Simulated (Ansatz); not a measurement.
Cu Kα1 powder pattern (kinematic, no thermal factors).
2θ (°) (relative intensity): 13.00 (43), 26.17 (77), 34.30 (35), 36.83 (99), 39.71 (5), 43.65 (100), 53.46 (33), 53.85 (4), 61.43 (40), 63.09 (4), 65.42 (35), 67.94 (29), 68.95 (5), 72.29 (4), 73.82 (14), 75.67 (6), 78.36 (15), 79.33 (4), 85.78 (8), 86.10 (5)

The pattern is computed from a structure relaxed with DFT PBE+D3(BJ), scalar-relativistic, plane waves, PAW (Ansatz). No spin polarisation. Its elements are Ga, O.

Give the structure.

Ga2O3.
Space group P-3m1 (No. 164). a = 3.016 Å, b = 3.016 Å, c = 6.804 Å, α = 90.00°, β = 90.00°, γ = 120.00°
```json
{"atom": "Ga", "site": "2d", "symmetry": "3m.", "x": "0.3333", "y": "0.6667", "z": "0.7933"}
{"atom": "O", "site": "2d", "symmetry": "3m.", "x": "0.6667", "y": "0.3333", "z": "0.6857"}
{"atom": "O", "site": "1a", "symmetry": "-3m.", "x": "0.0000", "y": "0.0000", "z": "0.0000"}
```

A pattern alone doesn't exclude other cells with like lines; this is the one computed.

The cell was found from a structure generator's guess, not taken from experiment.
